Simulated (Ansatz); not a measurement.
## Hf: equation of state with B3LYP5

Crystal: Hf.

```
Hf
1.0
     3.19670    0.00000    0.00000
    -1.59835    2.76842    0.00000
     0.00000    0.00000    5.05780
Hf
2
Direct
  0.66667 0.33333 0.75000
  0.33333 0.66667 0.25000
```

- Program: Ansatz 0.2.0
- Task: equation of state
- Functional: B3LYP5
- Potentials or basis: Ansatz PAW
- Cutoff: 420 eV
- Density cutoff: 1680 eV
- k mesh: 5 × 5 × 3
- Occupations: fermi-dirac, width 0.05 eV
- Spin: no spin polarisation

| Item | Value |
| --- | --- |
| Equilibrium volume | 22.86 Å³/atom (rough: see the caveat) |
| Bulk modulus at fixed shape and positions | 126 GPa (rough) |

Energy against volume, from the lowest point:
```
volume (Å³/atom)  energy (meV/atom)
          21.037              60.21
          21.485              34.66
          21.933              17.15
          22.380               4.23
          22.828               0.00
          23.276               5.90
          23.723              12.99
```

All runs of the series together: 110 s on 2 threads of Arm Neoverse V2, on a shared host.

Caveat: the k mesh is coarse (spacing up to 0.45 Å⁻¹), so the values aren't converged, least of all with exact exchange; the potentials were made for another functional, which shifts forces and pressure; the fit is doubtful: noisy points or a state that changes with volume; the cell was scaled at fixed shape and fractional positions, which overstates the stiffness of a crystal with free parameters, most of all of layers and chains. Spin-orbit coupling is left out, which matters for the levels of Hf.
